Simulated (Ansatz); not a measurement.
Na, DFT, PBE, all-electron PAW with datasets made for the crystal, scalar-relativistic (Ansatz 0.2.0), run on 1 thread of Arm Neoverse V1 on a shared host.

The cell was built from the hcp type and relaxed in the same program; it needn't be a known or the stable phase. The listed cell was then made from it by scaling, straining or moving an atom.

Command: `ansatz run input.yaml --threads 1 --pin off --max-ram 2048MiB --backend cpu --events-out ev --progress --plain --runs-dir out`

```yaml
crystal:
  lattice:
    - [3.7978965309, 0.0, 0.0]
    - [-1.8989482654, 3.2890748767, 0.0]
    - [0.0, 0.0, 6.1716930962]
  atoms:
    - { symbol: Na, position: [0.3333333333, 0.6666666667, 0.25] }
    - { symbol: Na, position: [0.6666666667, 0.3333333333, 0.75] }
kpoints:
  mp_grid: { grid: [12, 12, 7] }
scf:
  occupations: { method: fermi_dirac, width: 0.08 }
hamiltonian:
  xc: pbe
  pseudopotentials: { kind: all_electron, datasets: crystal }
output:
  forces: true
  stress: true
  eigenvalues: true
  efg: { contact_densities: true }
```

Q: How large is the problem that the program sets up?

A: 76 irreducible k-points, 337 plane waves at Γ, 13 bands.

Q: About how long does it take?

A: 6.1 s of wall time for 8 SCF iterations. Times on shared machines scatter by tens of per cent.

Q: And the same cell and mesh by full-potential LAPW, asked for forces, stress, eigenvalues, on the same hardware?

A: 5.2 s.

Q: And the same cell and mesh by PAW with the default files, asked for forces, stress, eigenvalues, efg, on the same hardware?

A: 3.6 s.
